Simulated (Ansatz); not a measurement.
# NiO (Fm-3m) in Ansatz: further runs

One crystal, NiO, is run at these levels: PBEsol; tasks: band structure.

All numbers are computed with Ansatz 0.2.0; they aren't measurements. Logs are shortened: lines on timing, memory, paths and dates and some standing lists are left out, and cuts for length are marked.

**Experimental background.**

From “Local correlations, non-local screening, multiplets, and band formation in NiO”, 2012, arxiv:1210.6675, for a bulk crystal of NiO: band gap 4.3 eV.

The results are compared with them further down.

### 1 The structure

It takes space group Fm-3m (No. 225, cubic). The conventional cell has a = 4.172 Å, b = 4.172 Å, c = 4.172 Å, α = 90.00°, β = 90.00°, γ = 90.00°. Ni (site symmetry m-3m) is surrounded by 6 O at 2.09 Å. O (site symmetry m-3m) has 6 Ni at 2.09 Å as nearest neighbours.

### 2 Band structure, PBEsol, collinear spin, ferromagnetic start

File input.yaml:

```yaml
crystal:
  lattice:
    - [0.0, 2.0859016414, 2.0859016414]
    - [2.0859016414, 0.0, 2.0859016414]
    - [2.0859016414, 2.0859016414, 0.0]
  atoms:
    - { symbol: Ni, position: [0.0, 0.0, 0.0], spin: 1.0 }
    - { symbol: O, position: [0.5, 0.5, 0.5] }
kpoints:
  mp_grid: { grid: [11, 11, 11] }
  band_path:
    path:
      - [0.0, 0.0, 0.0]
      - [0.5, 0.0, 0.5]
      - [0.5, 0.25, 0.75]
      - [0.375, 0.375, 0.75]
      - [0.0, 0.0, 0.0]
      - [0.5, 0.5, 0.5]
      - [0.625, 0.25, 0.625]
      - [0.5, 0.25, 0.75]
    npoints: 6
scf:
  occupations: { method: fermi_dirac, width: 0.05 }
hamiltonian:
  xc: pbesol
  pseudopotentials: { kind: all_electron, datasets: crystal }
magnetization:
  spin_polarized: true
output:
  forces: true
  stress: true
  eigenvalues: true
  elf: true
  volumetric_format: npy
```

Potentials or basis: all-electron PAW datasets made for the crystal.

On the command line:

```sh
$ ansatz run input.yaml --threads 2 --pin off --max-ram 6144MiB --backend cpu --events-out ev --progress --plain --runs-dir out
```

The log of the run:

```text
Warning: RAYON_NUM_THREADS=2 ignored (pool sized by the plan → 2); use --threads N
hamiltonian.pseudopotentials.datasets: crystal makes datasets for this crystal and solves the spheres of its atoms anew in each pass: cutoff 420.0 eV, the density's 1680.0 eV; for an error of 0.50 meV an atom under PBE, 1.0 meV for the cell; an energy difference from a run of another recipe may be off by several times the error for the cell, under r2SCAN by more, where some 0.1 meV an atom stays at smaller errors; O in spheres of 0.963 Å, 6 of its electrons in bands; Ni in spheres of 1.117 Å, 18 of its electrons in bands
Engine: ansatz 0.2.0, x86_64-unknown-linux-gnu
Pseudopotentials: kind: all_electron
Pseudopotential: Ni, paw, valence charge 18, recommended cutoff 420 eV (normal), crystal/all_electron/pbesol/scalar/gaussian/Ni, Koelling and Harmon's equation, gaussian nucleus
Pseudopotential: O, paw, valence charge 6, recommended cutoff 420 eV (normal), crystal/all_electron/pbesol/scalar/gaussian/O, Koelling and Harmon's equation, gaussian nucleus
Functional definition: PBEsol
  exchange = pbesol_x
  correlation = pbesol_c
a search for the magnetic state begins, with frozen cores and fixed partial waves. It gives no result and prints no iterations
the search for the magnetic state of this step took 20 SCF iterations with frozen cores. It stayed in its first state, in which the spheres begin
Crystal: 2 atoms, lattice volume = 18.151 Å³
Basis set: ecut = 420 eV, 339 PW (Γ), exchange–correlation on 40×40×40 points (8 copies of the dense FFT grid, shifted against one another)
Bands: 17, of which v1, the nominal top of the filled ones, is band 12 counted from 1 (11 counted from 0)
Symmetry: 48 space group operations
Space group: Fm-3m (ITA 225), of the structure as read, at distance tolerance 2.6e-5 Å
Magnetic group: BNS 225.116 (UNI 1618), of the structure as read, at distance tolerance 2.6e-5 Å
k-points: 56 of 1331
Non-local potential: Ni, projectors of the file, l = 0: 2, l = 1: 2, l = 2: 2
Non-local potential: O, projectors of the file, l = 0: 1, l = 1: 2
PAW form: soft (Blöchl's): semilocal exchange-correlation on the pseudo side does not see the compensation charge
PAW one-centre angular grid: Ni, 590 points (default); XC on its mesh's 1865 points in the sphere
PAW one-centre angular grid: O, 110 points (default); XC on its mesh's 1933 points in the sphere
Initial density: read from a saved state, or passed on in memory by an earlier SCF of this step, an earlier step, the calling program or the single point that the run made first
Starting moments: Σ|m| = 1 μB on 1 of 2 sites; this step starts from the density that it was given
Initial wavefunctions: pseudopotential atomic-orbital guess
Functional: x = pbesol(κ = 0.804, μ = 0.12345679012345678), c = pbesol(β = 0.046)
iter 1 solved again at ethr=1.53e-5 eV; its pass at ethr=1.00e-1 eV (dr2=3.66e-3 eV) is discarded
SCF iter   1: F=—  HF=-43388.388526 eV  |F-HF|=—  |Δ(HF+E_count)|=         —  Δρ=7.34e-3 (↑7.34e-3 ↓4.32e-3)  dr2=4.92e-3  dr2_m=9.02e-4  M=1.390 μB ∫|m|=1.396 μB  β_m=0.30  ethr=1.53e-5  ⟨swp⟩=4.0  Hψ=12041  notcnv=0
preconditioner: auto → none  [metal: Δε(μ)=0.033 eV  Ē_g=14.409 eV  σ=0.050 eV  W_gap=0.16  n_scr=8 (ndim 8)  ℏωp=34.9 eV  f_vac=0.000  D(μ)=1.62/eV (n_scr^D=14)]
SCF iter   2: F=—  HF=-43388.382466 eV  |F-HF|=—  |Δ(HF+E_count)|=   6.06e-3  Δρ=6.00e-3 (↑5.86e-3 ↓6.00e-3)  dr2=9.83e-3  dr2_m=5.71e-4  M=1.407 μB ∫|m|=1.413 μB  β_m=0.56  ethr=1.53e-5  ⟨swp⟩=3.0  Hψ=4185  notcnv=0
SCF iter   3: F=—  HF=-43388.399170 eV  |F-HF|=—  |Δ(HF+E_count)|=   1.67e-2  Δρ=1.71e-2 (↑7.58e-3 ↓1.71e-2)  dr2=8.98e-2  dr2_m=6.76e-3  M=1.350 μB ∫|m|=1.355 μB  β_m=0.39  ethr=1.53e-5  ⟨swp⟩=3.2  Hψ=5200  notcnv=0  recentre
SCF iter   4: F=—  HF=-43388.382008 eV  |F-HF|=—  |Δ(HF+E_count)|=   1.72e-2  Δρ=2.52e-3 (↑1.98e-3 ↓2.52e-3)  dr2=1.08e-3  dr2_m=5.33e-4  M=1.421 μB ∫|m|=1.426 μB  β_m=0.39  ethr=1.53e-5  ⟨swp⟩=3.1  Hψ=5223  notcnv=0
iter 5 solved again at ethr=2.92e-7 eV; its pass at ethr=4.50e-6 eV (dr2=7.00e-5 eV) is discarded
SCF iter   5: F=—  HF=-43388.382978 eV  |F-HF|=—  |Δ(HF+E_count)|=   9.70e-4  Δρ=1.41e-3 (↑1.41e-3 ↓1.32e-3)  dr2=6.91e-5  dr2_m=2.92e-4  M=1.422 μB ∫|m|=1.427 μB  β_m=0.39  ethr=2.92e-7  ⟨swp⟩=2.0  Hψ=7473  notcnv=0
SCF iter   6: F=—  HF=-43388.383000 eV  |F-HF|=—  |Δ(HF+E_count)|=   2.13e-5  Δρ=1.41e-3 (↑1.28e-3 ↓1.41e-3)  dr2=8.26e-5  dr2_m=2.82e-4  M=1.427 μB ∫|m|=1.432 μB  β_m=0.69  ethr=2.88e-7  ⟨swp⟩=2.0  Hψ=3309  notcnv=0
SCF iter   7: F=—  HF=-43388.383315 eV  |F-HF|=—  |Δ(HF+E_count)|=   3.15e-4  Δρ=2.18e-3 (↑1.44e-3 ↓2.18e-3)  dr2=9.25e-4  dr2_m=3.34e-4  M=1.455 μB ∫|m|=1.461 μB  β_m=0.85  ethr=2.88e-7  ⟨swp⟩=3.0  Hψ=3920  notcnv=0
SCF iter   8: F=—  HF=-43388.383262 eV  |F-HF|=—  |Δ(HF+E_count)|=   5.29e-5  Δρ=2.88e-4 (↑2.12e-4 ↓2.88e-4)  dr2=3.82e-5  dr2_m=3.20e-7  M=1.483 μB ∫|m|=1.489 μB  β_m=0.88  ethr=2.88e-7  ⟨swp⟩=3.1  Hψ=4269  notcnv=0
SCF iter   9: F=—  HF=-43388.383259 eV  |F-HF|=—  |Δ(HF+E_count)|=   2.94e-6  Δρ=1.41e-5 (↑1.41e-5 ↓1.36e-5)  dr2=6.17e-8  dr2_m=1.47e-8  M=1.476 μB ∫|m|=1.483 μB  β_m=0.94  ethr=1.59e-7  ⟨swp⟩=2.4  Hψ=3354  notcnv=0
SCF iter  10: F=-43388.383259 eV  HF=-43388.383259 eV  |F-HF|=1.83e-8  |Δ(HF+E_count)|=   1.48e-8  Δρ=1.03e-5 (↑2.36e-6 ↓1.03e-5)  dr2=1.92e-8  dr2_m=4.73e-9  M=1.476 μB ∫|m|=1.482 μB  ethr=2.57e-10  ⟨swp⟩=3.0  Hψ=4276  notcnv=0
SCF 1 converged in 10 iterations: F = -43388.383260 eV  dr2 = 1.92e-8
  Residual-converged pass: ⟨swp⟩=2.4  Hψ=3069  notcnv=0  max |occ|·‖R‖ = 5.2e-6 eV (tolerance 5.3e-6 eV)  dr2=1.95e-8  dr2_m=4.72e-9  dr2_onsite=2.03e-8  max |Δocc| = 1.3e-10
NSCF: frozen V_eff on 43 k-points
SCF converged after 10 iterations
Magnetization: 1.4762 μB (12.7381 up, 11.2619 down)
Absolute magnetization: 1.4825 μB (∫|ρ↑−ρ↓|)
Spin contamination: 0.0066 ħ² per cell (⟨S²⟩ above its minimum at these occupations)
Per-site moments (μB) at R_I (Å): [(1.2038115171657564, 0.8604344270775), (0.22686755807094894, 0.8604344270775)]
Free energy (F): -43388.383260 eV
Harris-Foulkes:  -43388.383260 eV  (|F-HF|=1.83e-8)
Internal energy: -43388.370194 eV  (E = F + TS)
E sigma→0 (E₀):  -43388.376727 eV
Entropy (-TS):   -0.013066 eV (-6.533 meV/atom)
Past the cutoff: the bands carry plane waves up to 1.75 times it, of which those up to 1.5 times it add -0.000262 eV an atom, each by itself; the spheres take 0.000161 eV an atom off the energy for waves past 1.75 times it
By the cutoff:   a pressure is off by up to 0.007 GPa (1.2 times the spheres' own share and the shells' term, over an atom's volume, and 0.004 GPa: a bound that held against runs at twice the plane waves)
Past the cutoffs: a stress includes 0.0006 GPa for waves and charges beyond them, in addition to the slope of what the spheres take
In the spheres:  the bands' charges fall short by 2.7e-6 e at most (sound up to 1e-3)
Fermi energy:    14.500402 eV
--- Per-component energies (eV) ---
  E_band       = -323.158936
  E_kinetic    = 335.839923
  E_local      = -2661.736505  (includes V_loc(G=0)·N_el)
  E_nonlocal   = -531.085369
  E_hartree    = 1332.675462
  E_xc         = -109.533150
  E_vxc        = -143.169335  (∫ρ·V_xc dr)
  E_paw        = -44346.342304  (= ΣΔE_a)
  E_vpaw       = -5834.962926  (= ΣTr[D̂ρ^β])
  E_ewald      = -3254.798910
  E_smearing   = -0.013066  (= −TS)
  E_closure    = 5846.610657  (closes the sum)
  Σ components = -43388.383260   (vs F -43388.383260, Δ=0.00e0)
  The terms above E_closure are by the made datasets' own strengths, without shells solved beside the bands.
--- Forces (eV/Å), atoms counted from 1 ---
  atom   1  Ni    -0.00000000     0.00000000     0.00000000
  atom   2  O      0.00000000    -0.00000000    -0.00000000
  max |Σ_I F_I| component: 1.44e-29 eV/Å
--- Stress (GPa, compression-positive) ---
       -6.842390      -0.000000       0.000000
       -0.000000      -6.842390       0.000000
        0.000000      -0.000000      -6.842390
  P = ⅓ Tr σ = -6.8424 GPa (-68.424 kbar)
--- Band table (eV; the first three rows and the last of 112) ---
  k-point 0 ↑: bands = ["-89.3325", "-49.8599", "-49.8599", "-49.8599", "-5.9840", "11.3264", "11.3264", "11.3264", "11.6307", "11.6307", "11.9835", "11.9835", "11.9835", "15.8789", "31.9929"]
  k-point 1 ↑: bands = ["-89.3323", "-49.8624", "-49.8602", "-49.8602", "-5.8882", "10.5366", "10.6170", "10.6170", "11.9868", "11.9868", "12.2270", "12.4290", "12.4290", "16.4596", "30.2217"]
  k-point 2 ↑: bands = ["-89.3317", "-49.8692", "-49.8612", "-49.8612", "-5.6200", "9.1864", "9.8605", "9.8605", "12.1577", "12.1577", "12.4629", "13.2682", "13.2682", "17.6694", "27.9523"]
  k-point 55 ↓: bands = ["-87.8113", "-48.4022", "-48.4006", "-48.3913", "-3.9943", "8.3650", "8.4166", "9.2446", "13.3556", "13.5732", "13.8909", "14.5776", "15.3137", "23.2896", "25.0186"]
```

It took 17 s on 2 threads of Intel Xeon Platinum 8488C (Sapphire Rapids), shared host; peak memory 0.7 GiB.

What came out:

- Free energy: -43388.3833 eV
- Pressure: -6.8 GPa
- Band gap along the path: none (metal or under the smearing width)
- Net moment: 1.48 μB per cell
- Absolute moment: 1.48 μB per cell
- Site moments: Ni +1.20; O +0.23 μB

Levels at the corners of the path, in eV from the Fermi level:
Spin up:
| point | band 10 | band 11 | band 12 | band 13 | band 14 | band 15 | band 16 | band 17 |
| --- | --- | --- | --- | --- | --- | --- | --- | --- |
| Γ | -2.87 | -2.52 | -2.52 | -2.52 | 1.38 | 17.49 | 18.68 | 18.68 |
| X | -2.51 | -1.94 | -1.46 | -1.46 | 5.99 | 10.34 | 12.04 | 16.41 |
| W | -1.78 | -1.78 | -1.46 | -1.06 | 8.34 | 10.45 | 10.45 | 13.24 |
| K | -1.64 | -1.59 | -1.37 | -1.00 | 7.64 | 10.11 | 10.28 | 15.62 |
| Γ | -2.87 | -2.52 | -2.52 | -2.52 | 1.38 | 17.49 | 18.68 | 18.68 |
| L | -1.77 | -1.28 | 0.42 | 0.42 | 5.35 | 9.82 | 13.81 | 13.81 |
| U | -1.64 | -1.59 | -1.37 | -1.00 | 7.64 | 10.11 | 10.28 | 15.62 |
| W | -1.78 | -1.78 | -1.46 | -1.06 | 8.34 | 10.45 | 10.45 | 13.24 |
Spin down:
```csv
point,band 8,band 9,band 10,band 11,band 12,band 13,band 14,band 15
Γ,-2.76,-1.77,-1.77,-1.77,-0.84,-0.84,1.68,17.46
X,-4.11,-2.80,-0.62,-0.62,-0.41,0.15,6.37,10.65
W,-5.44,-1.02,-1.02,-0.62,0.01,0.76,8.80,10.74
K,-4.68,-1.62,-0.76,-0.56,0.28,0.78,8.02,10.42
Γ,-2.76,-1.77,-1.77,-1.77,-0.84,-0.84,1.68,17.46
L,-5.07,-0.86,-0.86,-0.49,2.01,2.01,5.51,10.26
U,-4.68,-1.62,-0.76,-0.56,0.28,0.78,8.02,10.42
W,-5.44,-1.02,-1.02,-0.62,0.01,0.76,8.80,10.74
```

Caveat: a cell with one magnetic atom can't hold antiferromagnetic order, which such compounds often take; semilocal functionals often make such compounds metallic where correlation or magnetic order opens a gap, which also shifts bond lengths.

### 3 Band structure, PBEsol, collinear spin, ferromagnetic start

input.yaml: that of step 2 with these lines changed.

```diff
@@ -25,3 +25,6 @@
   xc: pbesol
-  pseudopotentials: { kind: all_electron, datasets: crystal }
+  pseudopotentials:
+    kind: all_electron
+    lapw: { basis_error: 0.001 }
+    dirac_shells: { Ni: ["2p"] }
 magnetization:
@@ -32,3 +35 @@
   eigenvalues: true
-  elf: true
-  volumetric_format: npy
```

Potentials or basis: all-electron LAPW, inner shells corrected to Dirac's equation.

On the command line:

```sh
$ ansatz run input.yaml --threads 2 --pin off --max-ram 6144MiB --backend cpu --events-out ev --progress --plain --runs-dir out
```

Wall time 13 s (2 threads of Intel Xeon Platinum 8488C (Sapphire Rapids), shared host); peak memory 0.49 GiB.

Results (log left out):

```
Free energy             : -43389.3815 eV
Pressure                : -6.8 GPa
Band gap along the path : none (metal or under the smearing width)
Net moment              : 1.48 μB per cell
Absolute moment         : 1.48 μB per cell
Site moments            : Ni +1.24; O +0.23 μB
```

Levels at the corners of the path, in eV from the Fermi level:
Spin up:
```csv
point,band 12,band 13,band 14,band 15,band 16,band 17
Γ,-2.52,-2.52,-2.52,1.38,17.49,18.68
X,-1.94,-1.46,-1.46,5.99,10.34,12.04
W,-1.78,-1.46,-1.06,8.34,10.45,10.45
K,-1.59,-1.37,-1.00,7.64,10.11,10.28
Γ,-2.52,-2.52,-2.52,1.38,17.49,18.68
L,-1.28,0.42,0.42,5.35,9.82,13.81
U,-1.59,-1.37,-1.00,7.64,10.11,10.28
W,-1.78,-1.46,-1.06,8.34,10.45,10.45
```
Spin down:
```
point  band 10  band 11  band 12  band 13  band 14  band 15
    Γ    -1.77    -1.77    -1.77    -0.84    -0.84     1.68
    X    -2.80    -0.62    -0.62    -0.41     0.15     6.37
    W    -1.02    -1.02    -0.62     0.01     0.76     8.80
    K    -1.62    -0.76    -0.56     0.28     0.78     8.02
    Γ    -1.77    -1.77    -1.77    -0.84    -0.84     1.68
    L    -0.86    -0.86    -0.49     2.01     2.01     5.51
    U    -1.62    -0.76    -0.56     0.28     0.78     8.02
    W    -1.02    -1.02    -0.62     0.01     0.76     8.80
```

Caveat: a cell with one magnetic atom can't hold antiferromagnetic order, which such compounds often take; semilocal functionals often make such compounds metallic where correlation or magnetic order opens a gap, which also shifts bond lengths.

### 4 Against experiment

Step 2. Against the measured gap of NiO, 4.3 eV (quoted in “Local correlations, non-local screening, multiplets, and band formation in NiO”, 2012, arxiv:1210.6675), the calculated 0.00 eV is off by -4.30 eV. So large a miss can be the level of theory's own, or it may mean another phase, state or a wrong row. The value is that of PBEsol, without temperature or zero-point motion. Semilocal functionals fall short of measured gaps as a rule. The run's magnetic order (collinear spin, ferromagnetic start) needn't be the measured crystal's.

Step 3. Measured gap of NiO: 4.3 eV (quoted in “Local correlations, non-local screening, multiplets, and band formation in NiO”, 2012, arxiv:1210.6675). This calculation gives 0.00 eV (-4.30 eV). So large a miss can be the level of theory's own, or it may mean another phase, state or a wrong row. The value is that of PBEsol, without temperature or zero-point motion. Semilocal functionals fall short of measured gaps as a rule. The run's magnetic order (collinear spin, ferromagnetic start) needn't be the measured crystal's.
